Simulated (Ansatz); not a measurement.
# AlCu: the cost of one run

Method: DFT PBEsol, scalar-relativistic, plane waves, PAW, in Ansatz 0.2.0.

## Step 1: Starting point

Symmetry: Pm-3m, No. 221, cubic system. Conventional cell: a = 2.998 Å, b = 2.998 Å, c = 2.998 Å, α = 90.00°, β = 90.00°, γ = 90.00°. Around Al (site symmetry m-3m) lie 8 Cu at 2.60 Å. Cu (site symmetry m-3m) is surrounded by 8 Al at 2.60 Å.

As a file:

```
CELL_PARAMETERS angstrom
2.99751 0.00000 0.00000
0.00000 2.99751 0.00000
0.00000 0.00000 2.99751
ATOMIC_POSITIONS crystal
Al 0.00000 0.00000 0.00000
Cu 0.50000 0.50000 0.50000
```

The structure comes from the Materials Project (structure only).

## Step 2: A distortion that keeps the symmetry

The change: strain xx, yy, zz, yz, xz, xy = -3.8, -3.8, -3.8, +0.0, +0.0, +0.0 %.

The input, input.yaml:

```yaml
crystal:
  lattice:
    - [2.8846228111, 0.0, 0.0]
    - [0.0, 2.8846228111, 0.0]
    - [0.0, 0.0, 2.8846228111]
  atoms:
    - { symbol: Al, position: [0.0, 0.0, 0.0] }
    - { symbol: Cu, position: [0.5, 0.5, 0.5] }
basis:
  ecutwfc: 420
kpoints:
  mp_grid: { grid: [14, 14, 14] }
hamiltonian:
  xc: pbesol
scf:
  occupations: { method: gaussian, width: 0.1 }
output:
  forces: true
  stress: true
  eigenvalues: true
  populations: true
```

**Question.** How long does this run take on 1 thread of an Arm CPU, shared host, and how much memory does it need?

About 2.3 s, with a peak of 0.32 GiB.
